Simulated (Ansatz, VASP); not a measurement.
# One calculation of GaP, two programs

File INCAR:

```
PREC = Accurate
ENCUT = 600
EDIFF = 1E-6
ISMEAR = 0
SIGMA = 0.02
LREAL = False
LASPH = True
NELM = 100
ALGO = Normal
ISIF = 3
LWAVE = False
LCHARG = False
IBRION = 2
NSW = 100
EDIFFG = -0.002
```

Contents of KPOINTS:

```
regular mesh
0
Gamma
  8 8 8
```

Contents of POSCAR:

```
GaP
1.0
    0.0000000000      2.7258124900      2.7258124900
    2.7258124900      0.0000000000      2.7258124900
    2.7258124900      2.7258124900      0.0000000000
Ga P
1 1
Direct
    0.0000000000      0.0000000000      0.0000000000
    0.7500000000      0.7500000000      0.7500000000
```

Input for Ansatz:

```yaml
crystal:
  lattice:
    - [0.0, 2.72581249, 2.72581249]
    - [2.72581249, 0.0, 2.72581249]
    - [2.72581249, 2.72581249, 0.0]
  atoms:
    - { symbol: Ga, position: [0.0, 0.0, 0.0] }
    - { symbol: P, position: [0.75, 0.75, 0.75] }
basis:
  ecutwfc: 600.0
kpoints:
  mp_grid: { grid: [8, 8, 8] }
hamiltonian:
  xc: lda
  pseudopotentials: { kind: paw, azcp: { folder: soft_1 } }
scf:
  occupations: { method: gaussian, width: 0.02 }
output:
  forces: true
  stress: true
  eigenvalues: true
  write_density: true
  write_potential: true
  elf: true
  volumetric_format: npy
relax:
  adjacent_minimum: "off"
  f_tol: 0.002
  max_steps: 80
  cell: { stress_tol: 0.02 }
```

The cell is a database's computed one.

Alike in both runs: task relaxation of cell and atoms; functional LDA; k mesh 8 × 8 × 8; occupations gaussian, width 0.02 eV; no spin polarisation.

|  | VASP | Ansatz |
| --- | --- | --- |
| version | VASP 6.6.1 | Ansatz 0.2.0 |
| potentials or method | VASP PAW LDA potentials, release 64 (Ga_d, P) | scalar-relativistic, plane waves, PAW |
| plane-wave cutoff (eV) | 600 | 600 |
| valence electrons in the cell | 18 | 18 |

VASP gave:

- gap on the k mesh at the Fermi level, each at its own relaxed structure (eV): 1.43
- relaxed volume (Å³/atom): 19.61
- relaxed cell length with the largest relative difference (Å): 3.814
- energy change over the relaxation (meV/atom): -6

Problem. What did Ansatz give for the same quantities?

Solution. gap on the k mesh at the Fermi level, each at its own relaxed structure (eV): 1.43; relaxed volume (Å³/atom): 19.59; relaxed cell length with the largest relative difference (Å): 3.812; energy change over the relaxation (meV/atom): -6.

Ansatz warned: «pseudo_functional_mismatch».

A k mesh can miss the band edges. As with any semilocal functional, this LDA gap is likely too small.
